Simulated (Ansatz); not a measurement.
# LiCl: how the settings move a single-point run

How sensitive is a single-point run of LiCl to its settings? A reference run comes first, then two runs with altered input.

Method: reference: DFT, PBE, plane-wave PAW, default files, scalar-relativistic, in Ansatz 0.2.0.

### 1 The starting structure

It takes space group Fm-3m (No. 225, cubic). The conventional cell has a = 5.084 Å, b = 5.084 Å, c = 5.084 Å, α = 90.00°, β = 90.00°, γ = 90.00°. Around Li (site symmetry m-3m) lie 6 Cl at 2.54 Å. Cl (site symmetry m-3m) is surrounded by 6 Li at 2.54 Å.

Structure file:

```xyz
2
Lattice="0.0000 2.5421 2.5421 2.5421 0.0000 2.5421 2.5421 2.5421 0.0000" Properties=species:S:1:pos:R:3 pbc="T T T"
Li    0.0000    0.0000    0.0000
Cl    2.5421    2.5421    2.5421
```

### 2 Reference

input.yaml

```yaml
crystal:
  lattice:
    - [0.0, 2.542122339, 2.542122339]
    - [2.542122339, 0.0, 2.542122339]
    - [2.542122339, 2.542122339, 0.0]
  atoms:
    - { symbol: Li, position: [0.0, 0.0, 0.0] }
    - { symbol: Cl, position: [0.5, 0.5, 0.5] }
kpoints:
  mp_grid: { grid: [9, 9, 9] }
scf:
  occupations: { method: fermi_dirac, width: 0.02 }
hamiltonian:
  xc: pbe
  pseudopotentials: { kind: paw }
output:
  forces: true
  stress: true
  populations: true
  efg:
    quadrupole_moments_barn: { Li: -0.0401, Cl: -0.08112 }
    contact_densities: true
```

The run is started by

```bash
$ ansatz run input.yaml --threads 1 --pin off --max-ram 2560MiB --backend cpu --events-out ev --progress --plain --runs-dir out
```

### 3 Changed: occupations.method methfessel_paxton, occupations.width 0.3, accuracy high

Edit input.yaml of step 2 so:

```diff
@@ -11,3 +11,3 @@
 scf:
-  occupations: { method: fermi_dirac, width: 0.02 }
+  occupations: { method: methfessel_paxton, width: 0.3 }
 hamiltonian:
@@ -22 +22,2 @@
     contact_densities: true
+accuracy: high
```

### 4 Changing settings: mp_grid.grid [6, 6, 6], occupations.method gaussian, occupations.width 0.025

Edit input.yaml of step 2 so:

```diff
@@ -9,5 +9,5 @@
 kpoints:
-  mp_grid: { grid: [9, 9, 9] }
+  mp_grid: { grid: [6, 6, 6] }
 scf:
-  occupations: { method: fermi_dirac, width: 0.02 }
+  occupations: { method: gaussian, width: 0.025 }
 hamiltonian:
```

Before running it: what results should come out? Wanted: for each run, ending; energy change; pressure; gap; force.

**Answer**, as computed:

| run | ending | energy change | pressure (GPa) | gap (eV) | force (eV/Å) | cycles | time |
| --- | --- | --- | --- | --- | --- | --- | --- |
| reference | converged | 0 | 1.3 | 6.48 | 0.00 | 6 | 1.8 s |
| 1: occupations.method methfessel_paxton, occupations.width 0.3, accuracy high | converged | 0.0 meV/atom (σ→0) | 1.3 | 6.48 | 0.00 | 9 | 2 s |
| 2: mp_grid.grid [6, 6, 6], occupations.method gaussian, occupations.width 0.025 | converged | +0.1 meV/atom (σ→0) | 1.3 | 6.48 | 0.00 | 6 | 1.4 s |

Residual by cycle in the longest SCF loop of each run; runs are numbered as in the table. The quantity is the density residual dr2, in eV.

| cycle | reference | run 1 | run 2 |
| --- | --- | --- | --- |
| 1 | 3.2e-5 | 3.2e-5 | 1.3e-5 |
| 2 | 3.3e-5 | 3.3e-5 | 4.5e-6 |
| 3 | 7.9e-6 | 7.9e-6 | 1.6e-6 |
| 4 | 8.5e-7 | 8.5e-7 | 5.3e-8 |
| 5 | 4.8e-7 | 4.8e-7 | 9.4e-10 |
| 6 | 9.1e-8 | 8.9e-8 | 2.3e-11 |
| 7 | - | 2.9e-9 | - |
| 8 | - | 2.5e-10 | - |
| 9 | - | 6.1e-12 | - |

What this shows: Of the converged runs whose energies compare with the reference's, «mp_grid.grid [6, 6, 6], occupations.method gaussian, occupations.width 0.025» moves the energy most (+0.1 meV/atom) and «occupations.method methfessel_paxton, occupations.width 0.3, accuracy high» least (0.0 meV/atom).

These are semilocal Kohn-Sham gaps, which aren't the measured quantity. Such gaps usually fall short of the measured ones.
